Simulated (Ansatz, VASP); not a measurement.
**Two plane-wave programs on AlN**

INCAR

```
SYSTEM = AlN
PREC = Accurate
ENCUT = 520
EDIFF = 1E-6
ISMEAR = 0
SIGMA = 0.05
LREAL = .FALSE.
LASPH = .TRUE.
NELM = 60
ALGO = Normal
ISIF = 2
LWAVE = .FALSE.
LCHARG = .FALSE.
GGA = CA
NBANDS = 16
```

The input KPOINTS:

```
regular mesh
0
G
  9 9 6
  0 0 0
```

POSCAR

```
AlN
1.0
    3.1143789636      0.0000000000      0.0000000000
   -1.5571894818      2.6971312995      0.0000000000
    0.0000000000      0.0000000000      4.9848021043
Al N
2 2
Direct
    0.3269032571      0.6538065141      0.0015212672
    0.6730967429      0.3461934859      0.5015212672
    0.3390710977      0.6781421955      0.3834787328
    0.6609289023      0.3218578045      0.8834787328
```

Input for Ansatz:

```yaml
crystal:
  lattice:
    - [3.1143789636, 0.0, 0.0]
    - [-1.5571894818, 2.6971312995, 0.0]
    - [0.0, 0.0, 4.9848021043]
  atoms:
    - { symbol: Al, position: [0.3269032571, 0.6538065141, 0.0015212672] }
    - { symbol: Al, position: [0.6730967429, 0.3461934859, 0.5015212672] }
    - { symbol: "N", position: [0.3390710977, 0.6781421955, 0.3834787328] }
    - { symbol: "N", position: [0.6609289023, 0.3218578045, 0.8834787328] }
basis:
  ecutwfc: 520.0
kpoints:
  mp_grid: { grid: [9, 9, 6] }
hamiltonian:
  xc: lda
scf:
  occupations: { method: gaussian, width: 0.05 }
output:
  forces: true
  stress: true
  eigenvalues: true
```

Change from the starting cell: mode 5 frozen in at -0.034 Å, equal normal strain along x, y and z +0.0083.

Alike in both runs: task single point; functional LDA; k mesh 9 × 9 × 6; occupations gaussian, width 0.05 eV; no spin polarisation.

|  | VASP | Ansatz |
| --- | --- | --- |
| version | VASP 6.6.1 | Ansatz 0.2.0 |
| potentials or method | VASP PAW LDA potentials, release 64 (Al, N) | scalar-relativistic, plane waves, PAW |
| plane-wave cutoff (eV) | 520 | 520 |
| valence electrons in the cell | 16 | 16 |

|  | VASP | Ansatz | Ansatz less VASP |
| --- | --- | --- | --- |
| gap on the k mesh at the Fermi level (eV) | 4.19 | 4.18 | -0.004 |
| least direct gap on the mesh (eV) | 4.19 | 4.18 | -0.004 |
| pressure (GPa) | -4.5 | -5.0 | -0.52 |
| largest component of the traceless stress (GPa) | 0.24 | 0.26 | +0.019 |
| rms of the force components (eV/Å) | 0.088 | 0.088 | +0.0001 |

Atom by atom the forces differ by 0.001 eV/Å (rms over components).

Caveats: an odd mesh through Γ misses points on the zone boundary, where band edges often lie.
